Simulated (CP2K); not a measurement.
Wanted: the native input for a CP2K 2026.2 run.

```
Task                                : single point
Functional                          : PBEsol
Potentials or basis                 : POTENTIAL_UZH Bi GTH-PBE-q5; TZVP-MOLOPT-PBE-GTH basis
Density cutoff                      : 6123 eV
k mesh                              : 9 × 9 × 9
Occupations                         : fermi-dirac, width 0.05 eV
Spin                                : no spin polarisation
SCF solver                          : diagonalisation with k points
Quickstep method                    : GPW
EPS_DEFAULT                         : 1.0E-10
EPS_SCF                             : 1.0E-6
MAX_SCF                             : 100
SCF_GUESS                           : ATOMIC
k points reduced by the point group : yes
Mesh centred on Gamma               : yes
CHOLESKY                            : OFF
EPS_EIGVAL                          : 1.0E-7
MIXING METHOD                       : BROYDEN_MIXING
MIXING ALPHA                        : 0.4
NBUFFER                             : 8
NGRIDS                              : 4
Basis sets                          : Bi TZVP-MOLOPT-PBE-GTH-q5
Potentials                          : Bi GTH-PBE-q5 of POTENTIAL_UZH
ADDED_MOS                           : [8]
REL_CUTOFF (Ry)                     : 60 Ry
MIXING BETA (1/bohr)                : 1.5 1/bohr
CUTOFF of the grids                 : 450 Ry
```

Crystal: Bi.

```xyz
1
Lattice="3.4319 0.0000 0.0000 -1.1440 3.2357 0.0000 -1.1440 -1.6178 2.8022" Properties=species:S:1:pos:R:3 pbc="T T T"
Bi    0.0000    0.0000    0.0000
```

This isn't the form of Bi at room conditions, which is rhombohedral.

One way to write it, as run:

bi_scf.inp

```
&GLOBAL
  PROJECT bi_scf
  RUN_TYPE ENERGY_FORCE
  PRINT_LEVEL LOW
&END GLOBAL
&FORCE_EVAL
  METHOD QS
  STRESS_TENSOR ANALYTICAL
  &DFT
    BASIS_SET_FILE_NAME BASIS_MOLOPT_UZH
    POTENTIAL_FILE_NAME POTENTIAL_UZH
    &MGRID
      CUTOFF 450
      REL_CUTOFF 60
      NGRIDS 4
    &END MGRID
    &QS
      METHOD GPW
      EPS_DEFAULT 1.0E-10
    &END QS
    &KPOINTS
      SCHEME MONKHORST-PACK 9 9 9
      GAMMA_CENTERED T
      SYMMETRY T
      SYMMETRY_BACKEND SPGLIB
    &END KPOINTS
    &SCF
      SCF_GUESS ATOMIC
      EPS_SCF 1.0E-6
      MAX_SCF 100
      ADDED_MOS 8
      CHOLESKY OFF
      EPS_EIGVAL 1.0E-7
      &DIAGONALIZATION ON
        ALGORITHM STANDARD
      &END DIAGONALIZATION
      &MIXING ON
        METHOD BROYDEN_MIXING
        ALPHA 0.4
        BETA 1.5
        NBUFFER 8
      &END MIXING
      &SMEAR ON
        METHOD FERMI_DIRAC
        ELECTRONIC_TEMPERATURE 580.23
      &END SMEAR
    &END SCF
    &XC
      &XC_FUNCTIONAL
        &GGA_X_PBE_SOL
        &END GGA_X_PBE_SOL
        &GGA_C_PBE_SOL
        &END GGA_C_PBE_SOL
      &END XC_FUNCTIONAL
    &END XC
    &PRINT
      &KPOINTS ON
      &END KPOINTS
      &MULLIKEN ON
      &END MULLIKEN
      &MO ON
        ENERGIES T
        OCCUPATION_NUMBERS T
        &EACH
          QS_SCF 0
        &END EACH
        ADD_LAST NUMERIC
      &END MO
    &END PRINT
  &END DFT
  &SUBSYS
    &CELL
      A 3.4319383527 0.0000000000 0.0000000000
      B -1.1439794509 3.2356625091 0.0000000000
      C -1.1439794509 -1.6178312546 2.8021659310
      PERIODIC XYZ
    &END CELL
    &COORD
      Bi  0.0000000000 0.0000000000 0.0000000000
    &END COORD
    &KIND Bi
      BASIS_SET TZVP-MOLOPT-PBE-GTH-q5
      POTENTIAL GTH-PBE-q5
    &END KIND
    &PRINT
      &ATOMIC_COORDINATES ON
      &END ATOMIC_COORDINATES
      &CELL ON
      &END CELL
      &SYMMETRY ON
      &END SYMMETRY
    &END PRINT
  &END SUBSYS
  &PRINT
    &FORCES ON
    &END FORCES
    &STRESS_TENSOR ON
    &END STRESS_TENSOR
  &END PRINT
&END FORCE_EVAL
```

Potentials or basis: POTENTIAL_UZH Bi GTH-PBE-q5; TZVP-MOLOPT-PBE-GTH basis.

Command:

```sh
$ OMP_NUM_THREADS=1 cp2k.psmp -i bi_scf.inp -o bi_scf.out
```

It gave:

The pressure is 0.4 GPa and the band gap on the k mesh is none (metal or under the smearing width).

Caveat: the potentials were made for another functional, which shifts forces and pressure; spin-orbit coupling is left out, which moves the levels of the heavy elements; the basis of atomic orbitals isn't converged, which shifts pressures, moduli and gaps.

Wall time 25 s on 1 thread of Arm Neoverse V1 (shared host), peak memory 0.23 GiB.
